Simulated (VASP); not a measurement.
# Fe (Im-3m) in VASP: settings compared

One crystal, Fe, is run at these levels: rev-vdW-DF2, PBE, PBE+D3(BJ); tasks: relaxation of cell and atoms.

Everything below comes from runs of VASP 6.6.1. Logs are shortened: lines on timing, memory, paths and dates and some standing lists are left out, and cuts for length are marked.

## Step 1: The structure

The structure is cubic, space group Im-3m (No. 229). Conventional cell: a = 2.807 Å, b = 2.807 Å, c = 2.807 Å, α = 90.00°, β = 90.00°, γ = 90.00°. Fe (site symmetry m-3m) is surrounded by 8 Fe at 2.43 Å.

## Step 2: Relaxation of cell and atoms, rev-vdW-DF2, collinear spin, ferromagnetic start

INCAR

```
SYSTEM = Fe
AGGAC = 0.0
ALGO = Normal
AMIX = 0.2
AMIX_MAG = 0.8
BMIX = 1E-4
BMIX_MAG = 1E-4
EDIFF = 1E-7
EDIFFG = -0.005
ENCUT = 600
GGA = MK
IBRION = 2
ISIF = 3
ISMEAR = 1
ISPIN = 2
LASPH = .TRUE.
LCHARG = .FALSE.
LMAXMIX = 4
LORBIT = 11
LREAL = .FALSE.
LUSE_VDW = .TRUE.
LWAVE = .FALSE.
MAGMOM = 4
NELM = 150
NSW = 90
PARAM1 = 0.1234
PARAM2 = 0.711357
PREC = Accurate
SIGMA = 0.1
ZAB_VDW = -1.8867
```

KPOINTS

```
k-points
0
G
  18 18 18
  0 0 0
```

POSCAR

```
Fe                                      
1.0
   -1.4036466778      1.4036466778      1.4036466778
    1.4036466778     -1.4036466778      1.4036466778
    1.4036466778      1.4036466778     -1.4036466778
  Fe            
     1
Direct
     0.0000000000000000    0.0000000000000000    0.0000000000000000
```

Potentials or basis: VASP PAW PBE potentials, release 64 (Fe).

Launch:

```console
$ cat potpaw_PBE.64/Fe/POTCAR > POTCAR
$ mpirun -np 1 vasp_std > vasp.out
```

OUTCAR:

```text
SYSTEM = Fe
   AMIX = 0.2
   AMIX_MAG = 0.8
   EDIFF = 1E-7
   EDIFFG = -0.005
   ENCUT = 600
   GGA = MK
   IBRION = 2
   ISIF = 3
   ISMEAR = 1
   ISPIN = 2
   LASPH = .TRUE.
   LORBIT = 11
   LREAL = .FALSE.
   NELM = 150
   NSW = 90
   PREC = Accurate

 ion  position               nearest neighbor table
   1  0.000  0.000  0.000-

  LATTYP: Found a body centered cubic cell.
 ALAT       =     2.8072933556

  Lattice vectors:

 A1 = (  -1.4036466778,   1.4036466778,   1.4036466778)
 A2 = (   1.4036466778,  -1.4036466778,   1.4036466778)
 A3 = (   1.4036466778,   1.4036466778,  -1.4036466778)

Analysis of symmetry for initial positions (statically):
=====================================================================
 Subroutine PRICEL returns:
 Original cell was already a primitive cell.

 Routine SETGRP: Setting up the symmetry group for a
 body centered cubic supercell.

 Subroutine GETGRP returns: Found 48 space group operations
 (whereof 48 operations were pure point group operations)
 out of a pool of 48 trial point group operations.

The static configuration has the point symmetry O_h .

Analysis of symmetry for dynamics (positions and initial velocities):
=====================================================================
 Subroutine PRICEL returns:
 Original cell was already a primitive cell.

 Routine SETGRP: Setting up the symmetry group for a
 body centered cubic supercell.

 Subroutine GETGRP returns: Found 48 space group operations
 (whereof 48 operations were pure point group operations)
 out of a pool of 48 trial point group operations.

The dynamic configuration has the point symmetry O_h .

Analysis of structural, dynamic, and magnetic symmetry:
=====================================================================
 Subroutine PRICEL returns:
 Original cell was already a primitive cell.

 Routine SETGRP: Setting up the symmetry group for a
 body centered cubic supercell.

 Subroutine GETGRP returns: Found 48 space group operations
 (whereof 48 operations were pure point group operations)
 out of a pool of 48 trial point group operations.

The overall configuration has the point symmetry O_h .

 Subroutine INISYM returns: Found 48 space group operations
 (whereof 48 operations are pure point group operations),
 and found     1 'primitive' translations

----------------------------------------------------------------------------------------

                                     Primitive cell

  volume of cell :      11.0620

  direct lattice vectors                    reciprocal lattice vectors
    -1.403646678  1.403646678  1.403646678     0.000000000  0.356214999  0.356214999
[... 107 lines left out ...]
  Thomas-Fermi vector in A             =   2.584842
   LORBIT       =     11    0 simple, 1 ext, 2 COOP (PROOUT), +10 PAW based schemes
   GGA     = MK    functional components
   LHFCALC =     F    Hartree Fock is set to
   AEXX    =    0.0000 exact exchange contribution
   IVDW_NL    =     1    kernel type
   BPARAM     = 6.3000
   IVDW    =     0    specifies the selected vdW correction
   LEPSILON=     F    determine dielectric tensor
   LRPA    =     F    only Hartree local field effects (RPA)
 conjugate gradient relaxation of ions
 spin polarized calculation
 Methfessel and Paxton  Order N= 1 SIGMA  =   0.10
  energy-cutoff  :      600.00
  volume of cell :       11.06
 maximum number of plane-waves:       382
   NGX =  9   NGY =  9   NGZ =  9

--------------------------------------- Ionic step        1  -------------------------------------------

 number of electron       8.0000005 magnetization       2.1289473

 Free energy of the ion-electron system (eV)
  ---------------------------------------------------
  ext. energy  EPLUGINS =         0.00000000
  ---------------------------------------------------
  free energy    TOTEN  =        -6.16232990 eV

  energy without entropy =       -6.16168441  energy(sigma->0) =       -6.16211474

------------------------ aborting loop because EDIFF is reached ----------------------------------------

  FORCE on cell =-STRESS in cart. coord.  units (eV):
  Direction    XX          YY          ZZ          XY          YZ          ZX
  --------------------------------------------------------------------------------------
  -------------------------------------------------------------------------------------
  Total       -0.0119500     -0.0119500     -0.0119500      0.0000000     -0.0000000      0.0000000
  in kB       -1.7307882     -1.7307882     -1.7307882      0.0000000     -0.0000000      0.0000000
  external PRESSURE =      -1.7307882 kB  Pullay stress =       0.0000000 kB
[... 61 lines left out ...]
--------------------------------------- Ionic step        3  -------------------------------------------

 number of electron       8.0000004 magnetization       2.1274070

 Free energy of the ion-electron system (eV)
  ---------------------------------------------------
  ext. energy  EPLUGINS =         0.00000000
  ---------------------------------------------------
  free energy    TOTEN  =        -6.16233522 eV

  energy without entropy =       -6.16170085  energy(sigma->0) =       -6.16212376

 E-fermi :   6.0167     XC(G=0): -13.3459

 val. band max:        6.0147155376   @ k =   0.5000   0.5000   0.4444
 cond. band min:       6.0210991084   @ k =  -0.3889   0.4444   0.2222
 fundamental gap:      0.0063835707
 Fermi energy:         6.0167165540

 spin component 1

 k-point     1 :       0.0000    0.0000    0.0000
  band No.  band energies     occupation
      1      -2.6159      1.00000
      2       3.6436      1.00000
      3       3.6436      1.00000
      4       3.6436      1.00000
      5       4.9681      1.00000
      6       4.9681      1.00000
      7      31.3088      0.00000
      8      31.3088      0.00000
      9      31.3088      0.00000
     10      36.5938      0.00000
[... 287 lines left out ...]
 k-point    24 :       0.3889    0.1111   -0.0000
  band No.  band energies     occupation
      1       1.1902      1.00000
      2       2.5860      1.00000
      3       4.3740      1.00000
      4       4.9896      1.00000
      5       5.5913      1.00000
      6       7.8015     -0.00000
      7      14.4294      0.00000
      8      22.5233      0.00000
      9      25.9041      0.00000
     10      31.3677      0.00000

 [... further k-points ...]

 spin component 2

 k-point     1 :       0.0000    0.0000    0.0000
  band No.  band energies     occupation
      1      -2.3651      1.00000
      2       5.4395      1.00000
      3       5.4396      1.00000
      4       5.4396      1.00000
      5       7.4928     -0.00000
      6       7.4929     -0.00000
      7      31.2223      0.00000
      8      31.2223      0.00000
      9      31.2223      0.00000
     10      36.9005      0.00000
[... 331 lines left out ...]
  energy  without entropy=       -6.1617008536  energy(sigma->0) =       -6.16212376

Total vdW correction in eV:      1.2707718

 reached required accuracy - stopping structural energy minimisation

 total charge

# of ion       s       p       d       tot
------------------------------------------
    1        0.500   0.561   6.279   7.341

 magnetization (x)

# of ion       s       p       d       tot
------------------------------------------
    1       -0.012  -0.048   2.171   2.111
```

It took 96 s on 1 thread of AMD EPYC 7R13 (Zen 3), shared host; peak memory 0.24 GiB.

What came out:

| Property | Result |
| --- | --- |
| Free energy | -6.1623 eV |
| Relaxed volume | 11.05 Å³/atom |
| Relaxed cell | a = 2.431 Å, b = 2.431 Å, c = 2.431 Å, α = 109.47°, β = 109.47°, γ = 109.47° |
| Space group after relaxing (to 0.05 Å) | Im-3m (No. 229) |
| Energy gained by relaxing | 0.0 meV/atom |
| Ionic steps | 3 |
| Pressure after relaxing | 0.0 GPa |
| Band gap on the k mesh | none (metal or under the smearing width) |
| Net moment | 2.13 μB per cell |
| Site moments | Fe +2.11 μB |
| Valence electrons inside the program's atomic spheres | Fe 7.34 |

Final structure:
```yaml
crystal:
  lattice:
    - [-1.40326, 1.40326, 1.40326]
    - [1.40326, -1.40326, 1.40326]
    - [1.40326, 1.40326, -1.40326]
  atoms:
    - { symbol: Fe, position: [0.00000, 0.00000, 0.00000] }
```

Caveat: the PAW data sets were made with another functional, which shifts forces and pressure a little.

## Step 3: Relaxation of cell and atoms, PBE, collinear spin, ferromagnetic start

This run uses another cell than the first one, of 12.02 Å³/atom, 1.086 times its volume.

INCAR

```
SYSTEM = Fe
ALGO = Normal ; AMIX = 0.2
AMIX_MAG = 0.8 ; BMIX = 1E-4
BMIX_MAG = 1E-4 ; EDIFF = 1E-6
EDIFFG = -0.01 ; ENCUT = 600
GGA = PE ; IBRION = 2
ISIF = 3 ; ISMEAR = 1
ISPIN = 2 ; LASPH = .TRUE.
LCHARG = .FALSE. ; LMAXMIX = 4
LORBIT = 11 ; LREAL = .FALSE.
LWAVE = .FALSE. ; MAGMOM = 4
NELM = 150 ; NSW = 90
PREC = Accurate ; SIGMA = 0.1
```

KPOINTS is that of step 2.

POSCAR

```
Fe
1.0
   -1.4430000000      1.4430000000      1.4430000000
    1.4430000000     -1.4430000000      1.4430000000
    1.4430000000      1.4430000000     -1.4430000000
Fe
1
Direct
    0.0000000000      0.0000000000      0.0000000000
```

Potentials or basis: VASP PAW PBE potentials, release 64 (Fe).

Launch:

```console
$ cat potpaw_PBE.64/Fe/POTCAR > POTCAR
$ mpirun -np 1 vasp_std > vasp.out
```

Wall time 1.7 min (1 thread of Intel Xeon Platinum 8375C at 2.90GHz (Ice Lake), shared host); peak memory 0.17 GiB.

Results (log left out):

```
Free energy                                           : -8.2442 eV
Relaxed volume                                        : 11.33 Å³/atom
Relaxed cell                                          : a = 2.451 Å, b = 2.451 Å, c = 2.451 Å, α = 109.47°, β = 109.47°, γ = 109.47°
Space group after relaxing (to 0.05 Å)                : Im-3m (No. 229)
Energy gained by relaxing                             : 23.8 meV/atom
Ionic steps                                           : 3
Pressure after relaxing                               : -0.1 GPa
Band gap on the k mesh                                : none (metal or under the smearing width)
Net moment                                            : 2.17 μB per cell
Site moments                                          : Fe +2.17 μB
Valence electrons inside the program's atomic spheres : Fe 7.27
```

Step by step:
| step | energy change (eV) | largest force (eV/Å) | pressure (GPa) | volume (Å³) |
| --- | --- | --- | --- | --- |
| 1 | 0.0000 | 0.0000 | -10.10 | 12.02 |
| 2 | -0.0030 | 0.0000 | 11.86 | 10.75 |
| 3 | -0.0238 | 0.0000 | -0.12 | 11.33 |

Final structure:
```cif
data_structure
_symmetry_space_group_name_H-M 'P 1'
_symmetry_Int_Tables_number 1
_cell_length_a 2.4507
_cell_length_b 2.4507
_cell_length_c 2.4507
_cell_angle_alpha 109.471
_cell_angle_beta 109.471
_cell_angle_gamma 109.471
_cell_volume 11.33
loop_
_atom_site_label
_atom_site_type_symbol
_atom_site_fract_x
_atom_site_fract_y
_atom_site_fract_z
_atom_site_occupancy
Fe1 Fe 0.00000 0.00000 0.00000 1
```

Levels at points of the mesh, in eV from the Fermi level:
Spin up:
| k point | band 2 | band 3 | band 4 | band 5 | band 6 | band 7 | band 8 | band 9 |
| --- | --- | --- | --- | --- | --- | --- | --- | --- |
| (0.00, 0.00, 0.00) | -2.30 | -2.30 | -2.30 | -1.09 | -1.09 | 25.06 | 25.06 | 25.06 |
| (0.50, 0.00, 0.00) | -3.38 | -1.02 | -0.90 | 0.40 | 0.53 | 7.39 | 18.40 | 20.27 |
| (0.50, 0.50, 0.50) | -4.86 | 0.13 | 0.13 | 0.13 | 9.96 | 9.96 | 9.96 | 15.68 |
Spin down:
```tsv
k point	band 1	band 2	band 3	band 4	band 5	band 6
(0.00, 0.00, 0.00)	-8.28	-0.42	-0.42	-0.42	1.65	1.65
(0.50, 0.00, 0.00)	-3.66	-1.70	0.63	1.51	1.91	2.59
(0.50, 0.50, 0.50)	-3.04	-3.04	2.28	2.28	2.28	10.23
```

## Step 4: Relaxation of cell and atoms, PBE, collinear spin, ferromagnetic start

This run uses another cell than the first one, of 11.33 Å³/atom, 1.024 times its volume.

INCAR: that of step 3 with these lines changed.

```diff
@@ -3,4 +3,4 @@
 AMIX_MAG = 0.8 ; BMIX = 1E-4
-BMIX_MAG = 1E-4 ; EDIFF = 1E-6
-EDIFFG = -0.01 ; ENCUT = 600
+BMIX_MAG = 1E-4 ; EDIFF = 1E-7
+EDIFFG = -0.005 ; ENCUT = 600
 GGA = PE ; IBRION = 2
```

KPOINTS is that of step 3.

POSCAR

```
Fe                                      
1.0
   -1.4149203463      1.4149203463      1.4149203463
    1.4149203463     -1.4149203463      1.4149203463
    1.4149203463      1.4149203463     -1.4149203463
  Fe            
     1
Direct
     0.0000000000000000    0.0000000000000000    0.0000000000000000
```

Potentials or basis: VASP PAW PBE potentials, release 64 (Fe).

Launch:

```console
$ cat potpaw_PBE.64/Fe/POTCAR > POTCAR
$ mpirun -np 1 vasp_std > vasp.out
```

OUTCAR:

```text
SYSTEM = Fe
   AMIX = 0.2
   AMIX_MAG = 0.8
   EDIFF = 1E-7
   EDIFFG = -0.005
   ENCUT = 600
   GGA = PE
   IBRION = 2
   ISIF = 3
   ISMEAR = 1
   ISPIN = 2
   LASPH = .TRUE.
   LORBIT = 11
   LREAL = .FALSE.
   NELM = 150
   NSW = 90
   PREC = Accurate

 ion  position               nearest neighbor table
   1  0.000  0.000  0.000-

  LATTYP: Found a body centered cubic cell.
 ALAT       =     2.8298406926

  Lattice vectors:

 A1 = (  -1.4149203463,   1.4149203463,   1.4149203463)
 A2 = (   1.4149203463,  -1.4149203463,   1.4149203463)
 A3 = (   1.4149203463,   1.4149203463,  -1.4149203463)

Analysis of symmetry for initial positions (statically):
=====================================================================
 Subroutine PRICEL returns:
 Original cell was already a primitive cell.

 Routine SETGRP: Setting up the symmetry group for a
 body centered cubic supercell.

[... 272 lines left out ...]
      1      -2.5926      1.00000
      2       3.5516      1.00000
      3       3.5516      1.00000
      4       3.5516      1.00000
      5       4.7593      1.00000
      6       4.7593      1.00000
      7      30.9136      0.00000
      8      30.9136      0.00000
      9      30.9136      0.00000
     10      36.0150      0.00000
[... 287 lines left out ...]
 k-point    24 :       0.3889    0.1111    0.0000
  band No.  band energies     occupation
      1       1.1693      1.00000
      2       2.5361      1.00000
      3       4.2264      1.00000
      4       4.8027      1.00000
      5       5.3988      1.00000
      6       7.5920     -0.00000
      7      14.0812      0.00000
      8      22.1374      0.00000
      9      25.4745      0.00000
     10      30.8591      0.00000

 [... further k-points ...]

 spin component 2

 k-point     1 :       0.0000    0.0000    0.0000
  band No.  band energies     occupation
      1      -2.4298      1.00000
      2       5.4341      1.00000
      3       5.4342      1.00000
      4       5.4343      1.00000
      5       7.5060     -0.00000
      6       7.5062     -0.00000
      7      30.6593      0.00000
      8      30.6593      0.00000
      9      30.6593      0.00000
     10      36.2131      0.00000
[... 327 lines left out ...]
  FREE ENERGIE OF THE ION-ELECTRON SYSTEM (eV)
  ---------------------------------------------------
  free  energy   TOTEN  =        -8.2438958541 eV

  energy  without entropy=       -8.2438119517  energy(sigma->0) =       -8.24386789

 reached required accuracy - stopping structural energy minimisation

 total charge

# of ion       s       p       d       tot
------------------------------------------
    1        0.489   0.544   6.242   7.275

 magnetization (x)

# of ion       s       p       d       tot
------------------------------------------
    1       -0.013  -0.056   2.237   2.167
```

OSZICAR:

```text
N       E                     dE             d eps       ncg     rms          rms(c)
DAV:   1     0.220578043739E+02    0.22058E+02   -0.47723E+03  8006   0.119E+03
DAV:   2    -0.807619313447E+01   -0.30134E+02   -0.27844E+02  7872   0.143E+02
[... 24 lines left out ...]
DAV:   1    -0.824391129897E+01   -0.16935E-04   -0.29967E-04  8414   0.291E-01    0.354E-02
DAV:   2    -0.824389833531E+01    0.12964E-04   -0.41483E-05  8546   0.903E-02    0.146E-02
DAV:   3    -0.824389656206E+01    0.17732E-05   -0.67281E-06  8320   0.339E-02    0.636E-03
DAV:   4    -0.824389623923E+01    0.32284E-06   -0.80539E-08  4114   0.305E-03    0.379E-03
DAV:   5    -0.824389584072E+01    0.39851E-06   -0.25285E-07  7968   0.722E-03    0.654E-04
DAV:   6    -0.824389585412E+01   -0.13403E-07   -0.44526E-09  3926   0.955E-04
   3 F= -.82438959E+01 E0= -.82438679E+01  d E =-.248271E-05  mag=     2.1696
```

CONTCAR:

```text
Fe
   1.00000000000000
    -1.4146323766000055    1.4146323766000055    1.4146323766000055
     1.4146323766000055   -1.4146323766000055    1.4146323766000055
     1.4146323766000055    1.4146323766000055   -1.4146323766000055
  Fe
     1
Direct
     0.0000000000000000    0.0000000000000000    0.0000000000000000

  0.00000000E+00  0.00000000E+00  0.00000000E+00
```

It took 88 s on 1 thread of Intel Xeon Platinum 8375C at 2.90GHz (Ice Lake), shared host; peak memory 0.17 GiB.

What came out:

```
Free energy                                           : -8.2439 eV
Relaxed volume                                        : 11.32 Å³/atom
Relaxed cell                                          : a = 2.450 Å, b = 2.450 Å, c = 2.450 Å, α = 109.47°, β = 109.47°, γ = 109.47°
Space group after relaxing (to 0.05 Å)                : Im-3m (No. 229)
Energy gained by relaxing                             : 0.0 meV/atom
Ionic steps                                           : 3
Pressure after relaxing                               : 0.0 GPa
Band gap on the k mesh                                : none (metal or under the smearing width)
Net moment                                            : 2.17 μB per cell
Site moments                                          : Fe +2.17 μB
Valence electrons inside the program's atomic spheres : Fe 7.28
```

Final structure:
```
Fe
1.0
    -1.41463    1.41463    1.41463
     1.41463   -1.41463    1.41463
     1.41463    1.41463   -1.41463
Fe
1
Direct
  0.00000 0.00000 0.00000
```

[end of part 1 of 2]
